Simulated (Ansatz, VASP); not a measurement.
# BN: VASP beside Ansatz

Contents of INCAR:

```
SYSTEM = BN
PREC     = Accurate       ! precision mode
ENCUT    = 520            ! plane-wave cutoff, eV
EDIFF    = 1E-7           ! SCF threshold, eV
ISMEAR   = 1              ! smearing method
SIGMA    = 0.001          ! smearing width, eV
LREAL    = .False.        ! projectors in reciprocal space
LASPH    = .True.         ! aspherical terms in the spheres
NELM     = 100            ! most SCF steps
ALGO     = Normal         ! electronic algorithm
ISIF     = 2              ! what is computed and relaxed
LWAVE    = .False.        ! write WAVECAR
LCHARG   = .False.        ! write CHGCAR
GGA      = PE             ! functional
NBANDS   = 11             ! bands
```

Contents of KPOINTS:

```
regular mesh
0
Gamma
  8 8 8
  0 0 0
```

File POSCAR:

```
BN
1.0
    2.3148041895      0.0000000000      0.0000000000
    0.0000000000      2.3148041895      0.0000000000
    0.0000000000      0.0000000000      2.3148041895
B N
1 1
Direct
    0.0000000000      0.0000000000      0.0000000000
    0.5000000000      0.5000000000      0.5000000000
```

Input for Ansatz:

```yaml
crystal:
  lattice:
    - [2.3148041895, 0.0, 0.0]
    - [0.0, 2.3148041895, 0.0]
    - [0.0, 0.0, 2.3148041895]
  atoms:
    - { symbol: B, position: [0.0, 0.0, 0.0] }
    - { symbol: "N", position: [0.5, 0.5, 0.5] }
kpoints:
  mp_grid: { grid: [8, 8, 8] }
hamiltonian:
  xc: pbe
scf:
  occupations: { method: methfessel_paxton, width: 0.001 }
  n_extra_bands: 4
output:
  forces: true
  stress: true
  eigenvalues: true
```

Alike in both runs: task single point; functional PBE; k mesh 8 × 8 × 8; occupations methfessel-paxton of order 1, width 0.001 eV; no spin polarisation.

```csv
,VASP,Ansatz
version,VASP 6.6.1,Ansatz 0.2.0
potentials or method,"VASP PAW PBE potentials, release 64 (B, N)",plane waves
plane-wave cutoff (eV),520,420
valence electrons in the cell,8,8
```

```tsv
	VASP	Ansatz	Ansatz less VASP
pressure (GPa)	1.6	1.7	+0.07
```
